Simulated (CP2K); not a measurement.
# Al2Cu under changes of volume

One of the cells (15.671 Å³/atom); the others are scaled copies at fixed shape and fractional positions:

```xyz
3
Lattice="4.0464 0.0000 0.0000 -0.0286 4.0463 0.0000 -2.0089 -2.0231 2.8713" Properties=species:S:1:pos:R:3 pbc="T T T"
Cu    2.0089    2.0231    0.0000
Al   -0.0143    2.0231    1.4357
Al    2.0232    0.0000    1.4357
```

The cell comes from a database or a generator and needn't be the stable form of this composition.

| Property | Result |
| --- | --- |
| Program | CP2K 2026.2 |
| Functional | PBEsol |
| Potentials or basis | POTENTIAL_UZH Cu GTH-PBE-q11, Al GTH-PBE-q3; TZVP-MOLOPT-PBE-GTH basis |
| Density cutoff | 6123 eV |
| k mesh | 9 × 9 × 9 |
| Occupations | fermi-dirac, width 0.05 eV |
| Spin | no spin polarisation |

```csv
volume (Å³/atom),energy over the lowest point (meV/atom),pressure (GPa)
14.730,30.86,9.1
15.044,15.84,6.3
15.357,6.03,3.8
15.671,0.91,1.5
15.984,0.00,-0.5
16.297,?,?
16.611,9.18,-4.0
```

**Question.** What does the run at 16.297 Å³/atom give?

**Answer.** Energy over the lowest point 2.88 meV/atom; pressure -2.4 GPa.

Worked out: A Birch-Murnaghan fit of order 3 (a polynomial in V^(-2/3)) to the other rows has its minimum at 15.90 Å³/atom with B0 = V·E''(V) = 101 GPa and B' = 4.3 at fixed shape and positions, which overstates the stiffness. It gives 2.87 meV/atom at 16.297 Å³/atom, against the run's 2.88, and -dE/dV = -2.4 GPa, against -2.4.

Energies are extrapolated to zero smearing.

Caveats: the potentials were made for another functional, which shifts forces and pressure; the basis of atomic orbitals isn't converged, which shifts pressures, moduli and gaps.
